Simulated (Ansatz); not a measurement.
A plane-wave DFT run in Ansatz 0.2.0 (scalar-relativistic PAW potentials unless the input names others): input and command.

```yaml
crystal:
  lattice:
    - [0.0, 0.0, -5.0742922908]
    - [-4.6379047749, -2.6776955702, 0.0]
    - [0.0, 5.3553911405, 0.0]
  atoms:
    - { symbol: Si, position: [0.5004182931, 0.6666666667, 0.6666666667] }
    - { symbol: Si, position: [0.5004182931, 1.0, 0.3333333333] }
    - { symbol: Si, position: [0.5004182931, 0.3333333333, 0.0] }
    - { symbol: Si, position: [0.0004182931, 0.3333333333, 0.3333333333] }
    - { symbol: Si, position: [0.0004182931, 0.6666666667, 0.0] }
    - { symbol: Si, position: [0.0004182931, 0.0, 0.6666666667] }
    - { symbol: C, position: [0.1245817069, 0.6666666667, 0.6666666667] }
    - { symbol: C, position: [0.1245817069, 1.0, 0.3333333333] }
    - { symbol: C, position: [0.1245817069, 0.3333333333, 0.0] }
    - { symbol: C, position: [0.6245817069, 0.3333333333, 0.3333333333] }
    - { symbol: C, position: [0.6245817069, 0.6666666667, 0.0] }
    - { symbol: C, position: [0.6245817069, 0.0, 0.6666666667] }
basis:
  ecutwfc: 420
kpoints:
  mp_grid: { grid: [6, 6, 6] }
hamiltonian:
  xc: lda+u
scf:
  occupations: { method: gaussian, width: 0.02 }
  max_iter: 80
output:
  forces: true
  eigenvalues: true
  stress: true
```

```bash
ansatz run input.yaml --threads 2 --pin off --max-ram 5120MiB --backend cpu --events-out ev --progress --plain --runs-dir out
```

Problem. What will the program do with this input?

Solution. The program refuses it, because of an unknown functional (hamiltonian.xc: "pbe" → "lda+u"). With the sound run's settings it is accepted.

Abridged log:
```
Error: YAML parse error: error: line 24 column 7: hamiltonian.xc: unknown variant `lda+u`, expected one of `lda`, `lda-pw`, `pw92`, `pbe`, `pbesol`, `rpbe`, `revpbe`, `blyp`, `pbe0`, `revpbe0`, `b3lyp`, `b3lyp5`, `hse06`, `wpbeh`, `hiss`, `lc_wpbe`, `cam_b3lyp`, `hf`, `r2scan`, `r2scanh`, `r2scan0`, `r2scan50`, `mr2scan`
  --> <input>:24:7
   |
22 |   mp_grid: { grid: [6, 6, 6] }
23 | hamiltonian:
24 |   xc: lda+u
   |       ^ hamiltonian.xc: unknown variant `lda+u`, expected one of `lda`, `lda-pw`, `pw92`, `pbe`, `pbesol`, `rpbe`, `revpbe`, `blyp`, `pbe0`, `revpbe0`, `b3lyp`, `b3lyp5`, `hse06`, `wpbeh`, `hiss`, `lc_wpbe`, `cam_b3lyp`, `hf`, `r2scan`, `r2scanh`, `r2scan0`, `r2scan50`, `mr2scan`
25 | scf:
26 |   occupations: { method: gaussian, width: 0.02 }
   |
```